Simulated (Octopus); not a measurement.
Ga:

```
Ga
1.0
     2.77842    0.00000    0.00000
     0.00000    3.28161    0.00000
    -1.34343    0.00000    3.99027
Ga
2
Direct
  0.13460 0.75000 0.77017
  0.86540 0.25000 0.22983
```

This isn't the form of Ga at room conditions, which is orthorhombic.

```yaml
Program: Octopus 16.4
Task: single point
Functional: PBEsol
Potentials_or_basis: pseudodojo_pbesol (PseudoDojo 0.4, PBEsol)
Grid_spacing: 0.121 × 0.122 × 0.124 Å
k_mesh: 10 × 8 × 7
Occupations: fermi-dirac, width 0.05 eV
Spin: no spin polarisation
```

On this cell: largest force 0.074 eV/Å; band gap on the k mesh none (metal or under the smearing width).

The same run follows on a disturbed copy (atoms moved at random, drawn with an rms of 0.05 Å):

```xyz
2
Lattice="2.7784 0.0000 0.0000 0.0000 3.2816 0.0000 -1.3434 0.0000 3.9903" Properties=species:S:1:pos:R:3 pbc="T T T"
Ga   -0.6658    2.4533    3.0615
Ga    2.0773    0.8443    0.9079
```

Q: What does the disturbed cell give?

A: The energy (extrapolated to zero smearing) moves by +0.4 meV/atom; largest force 0.087 eV/Å; band gap on the k mesh none (metal or under the smearing width).

Forces in eV/Å, atoms in the order of the input:
```
Ga  -0.013  0.058 -0.063
Ga   0.013 -0.058  0.063
```
